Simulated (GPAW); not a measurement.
## Pt: single point with PBE

Pt:

```xyz
1
Lattice="-1.5179 1.6126 1.5727 1.5844 -1.5912 1.6178 1.5236 1.5969 -1.5513" Properties=species:S:1:pos:R:3 pbc="T T T"
Pt   -0.0144   -0.0257   -0.0143
```

The cell isn't the ideal one: cell strained at random at fixed volume.

```
Program             : GPAW 26.7.0
Task                : single point
Functional          : PBE
Potentials or basis : GPAW PAW data sets (gpaw-data 1.2.1)
Cutoff              : 600 eV
Basis               : pw
k mesh              : 12 × 12 × 12
Occupations         : fermi-dirac, width 0.05 eV
Spin                : no spin polarisation
Maxiter             : 150
```

- Pressure: -1.2 GPa
- Band gap on the k mesh: none (metal or under the smearing width)

Stress tensor (GPa, compression positive):
```
-2.65 -0.15 -5.80
-0.15 -0.14 -1.99
-5.80 -1.99 -0.95
```

Levels at points of the mesh, in eV from the Fermi level:
```csv
k point,band 5,band 6,band 7,band 8,band 9,band 10,band 11,band 12
"(0.00, 0.00, 0.00)",-3.74,-3.32,-3.07,-1.11,-0.78,17.19,17.41,18.21
"(0.00, 0.00, 0.50)",-4.83,-1.09,-0.54,0.40,1.03,6.44,13.43,16.11
"(0.00, 0.50, 0.00)",-5.00,-0.86,-0.36,0.17,0.92,5.98,13.67,16.17
"(0.00, 0.50, 0.50)",-4.55,-1.36,-0.79,0.35,1.07,6.39,13.59,16.70
"(0.50, 0.00, 0.00)",-4.63,-1.28,-0.66,0.16,0.95,6.07,13.78,16.86
"(0.50, 0.00, 0.50)",-4.75,-1.17,-0.72,0.77,1.26,7.02,13.09,15.58
"(0.50, 0.50, 0.00)",-4.83,-1.10,-0.55,0.45,1.07,6.49,13.25,16.19
"(0.50, 0.50, 0.50)",-5.91,0.26,0.53,0.86,7.43,7.63,8.43,12.94
```

Wall time 2.2 min on 1 thread of Arm Neoverse V1 (shared host), peak memory 0.33 GiB.

Spin-orbit coupling is left out, which matters for the levels of Pt.
